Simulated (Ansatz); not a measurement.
Free-standing chains of the atoms of GaAs, named by their start (strip: triangular double chain, ladder: square double chain); atoms and period are relaxed, and energies count from relaxed bulk GaAs (F-43m, 22.74 Å³/atom, gap on the mesh 0.96 eV).

Level of theory: Ansatz 0.2.0, DFT r2SCAN, scalar-relativistic, plane waves, PAW.

Cutoff 500 eV, Gaussian smearing of 0.05 eV, energies at zero smearing, symmetry of each start kept, collinear spin where a moment is listed.

```
          start atoms k mesh excess energy (eV per host atom) period (Å) gap on the mesh (eV) highest filled level or Fermi level under vacuum (eV) size of the moment (μB per cell)
   linear chain      2  1×1×15                             1.660       4.594                     0                                                   5.43                              0.67
dimerised chain      2  1×1×15                             1.660       4.587                     0                                                   5.43                              0.67
   zigzag chain      2  1×1×16                             1.278       4.067                  0.26                                                      -                              0.00
   ladder chain      4  1×1×15                             0.910       4.005                  0.51                                                      -                              0.00
```

An odd mesh misses points on the zone edge, so a gap read on it can be too wide.

Each run keeps its start's symmetry and one magnetic start, so lower states can exist. Rows stand on unlike meshes and boxes, so starts that end alike can differ by a few hundredths of an eV per atom.

Cost: 4 runs of about 92 core-minutes in all, on Intel Xeon Processor @ 2.50GHz (Skylake/Cascade Lake) (shared hosts).